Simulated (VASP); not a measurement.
Cu: single point with r2SCAN

Crystal: Cu.

```xyz
3
Lattice="4.2199 0.0000 0.0000 -2.1100 3.6546 0.0000 0.0000 0.0000 2.5870" Properties=species:S:1:pos:R:3 pbc="T T T"
Cu    0.0000    0.0000    0.0000
Cu    0.0000    2.4364    1.2935
Cu    2.1100    1.2182    1.2935
```

The cell was built by a generator and needn't be a form met in nature.

```yaml
Program: VASP 6.6.1
Task: single point
Functional: r2SCAN
Potentials_or_basis: VASP PAW PBE potentials, release 64 (Cu)
Cutoff: 520 eV
k_mesh: 6 × 6 × 8
Occupations: gaussian, width 0.1 eV
Spin: no spin polarisation
Dipole_correction: no
Further_INCAR_settings: ALGO = Normal; EDIFF = 1e-07; NBANDS = 24
```

| Item | Value |
| --- | --- |
| Pressure | -14.3 GPa |
| Band gap on the k mesh | none (metal or under the smearing width) |

Stress tensor (GPa, compression positive):
```
-13.23   0.00   0.00
  0.00 -13.23   0.00
  0.00   0.00 -16.41
```

Levels at points of the mesh, in eV from the Fermi level:
```
           k point  band 12  band 13  band 14  band 15  band 16  band 17  band 18  band 19  band 20  band 21
(0.00, 0.00, 0.00)    -2.49    -2.40    -2.40    -1.72    -1.72     4.42     4.42     4.44     4.44     5.89
(0.50, 0.00, 0.00)    -1.99    -1.94    -1.92    -1.87    -1.74    -1.67    -0.44     3.85    13.42    13.43
(0.00, 0.00, 0.50)    -1.94    -1.80    -1.80    -1.49    -0.56    -0.07     8.15     8.27     8.27     9.56
(0.50, 0.00, 0.50)    -2.02    -1.90    -1.73    -1.59     0.39     0.68     3.09     3.11     6.43     7.30
```

Run time: 60 s on 1 thread of Intel(R) Xeon(R) 6975P-C (Granite Rapids) (shared host), peak memory 0.17 GiB.

Caveat: the PAW data sets were made with another functional, which shifts forces and pressure a little.
